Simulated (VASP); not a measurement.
Input of a VASP 6.6.1 run:

The input INCAR:

```
SYSTEM = GaN
PREC     = Accurate       ! precision mode
ENCUT    = 600            ! plane-wave cutoff, eV
EDIFF    = 1E-7           ! SCF threshold, eV
ISMEAR   = 0              ! smearing method
SIGMA    = 0.02           ! smearing width, eV
LREAL    = .False.        ! projectors in reciprocal space
LASPH    = .True.         ! aspherical terms in the spheres
NELM     = 60             ! most SCF steps
ALGO     = Normal         ! electronic algorithm
ISIF     = 3              ! what is computed and relaxed
LWAVE    = .False.        ! write WAVECAR
LCHARG   = .False.        ! write CHGCAR
METAGGA  = R2SCAN         ! meta-GGA
LMIXTAU  = .True.       
IBRION   = 2              ! ionic algorithm
NSW      = 40             ! ionic steps
EDIFFG   = -0.01          ! ionic threshold
```

KPOINTS

```
Automatic mesh
0
Gamma
  9 9 5
  0 0 0
```

Contents of POSCAR:

```
GaN
1.0
    3.2051936900      0.0000000000      0.0000000000
   -1.6025968500      2.7757791500      0.0000000000
    0.0000000000      0.0000000000      5.1397984600
Ga N
2 2
Direct
    0.6666666700      0.3333333300      0.4992870000
    0.3333333300      0.6666666700      0.9992870000
    0.6666666700      0.3333333300      0.8807130000
    0.3333333300      0.6666666700      0.3807130000
```

Potentials or basis: VASP PAW PBE potentials, release 64 (Ga_d, N).

The run is started by

```console
$ cat potpaw_PBE.64/Ga_d/POTCAR potpaw_PBE.64/N/POTCAR > POTCAR
$ mpirun -np 1 vasp_std > vasp.out
```

Problem. Estimate the space group after relaxing (to 0.05 Å).

Solution. P6_3mc (No. 186).

Problem. What does it give for the band gap on the k mesh?

Solution. 2.31 eV, direct.

Problem. What does it give for the relaxed cell?

Solution. a = 3.189 Å, b = 3.189 Å, c = 5.193 Å, α = 90.00°, β = 90.00°, γ = 120.00°.

Problem. Estimate the relaxed volume.

Solution. 11.43 Å³/atom.

Final structure:
```
CELL_PARAMETERS angstrom
3.18907 0.00000 0.00000
-1.59454 2.76182 0.00000
0.00000 0.00000 5.19279
ATOMIC_POSITIONS crystal
Ga 0.66667 0.33333 0.50160
Ga 0.33333 0.66667 0.00160
N 0.66667 0.33333 0.87840
N 0.33333 0.66667 0.37840
```

Caveat: the PAW data sets were made with another functional, which shifts forces and pressure a little. r2SCAN opens gaps a little over a GGA but as a rule still falls short of measured ones.
